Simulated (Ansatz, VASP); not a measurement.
## Two plane-wave programs on AlN

```
Al N
1.0
     3.10682    0.00000    0.00000
    -1.55341    2.69059    0.00000
     0.00000    0.00000    4.97815
Al N
2 2
Direct
  0.33333 0.66667 0.99918
  0.66667 0.33333 0.49918
  0.33333 0.66667 0.38082
  0.66667 0.33333 0.88082
```

Alike in both runs: functional r2SCAN; k mesh 6 × 6 × 4; no spin polarisation.

Ansatz relaxed the structure, and its values are those at the end. VASP's run is a single point on that final structure, the one shown.

```csv
,VASP,Ansatz
version,VASP 6.6.1,Ansatz 0.2.0
potentials or method,"VASP PAW PBE potentials, release 64 (Al, N)","plane waves, PAW"
plane-wave cutoff (eV),520,500
occupations,"gaussian, width 0.01 eV",fixed
valence electrons in the cell,16,16
```

```tsv
	VASP	Ansatz	Ansatz less VASP
pressure (GPa)	-0.4	0.0	+0.39
```

Caveats: the PAW data sets were made with another functional, which shifts forces and pressure a little (VASP). r2SCAN opens gaps a little over a GGA but as a rule still falls short of measured ones.
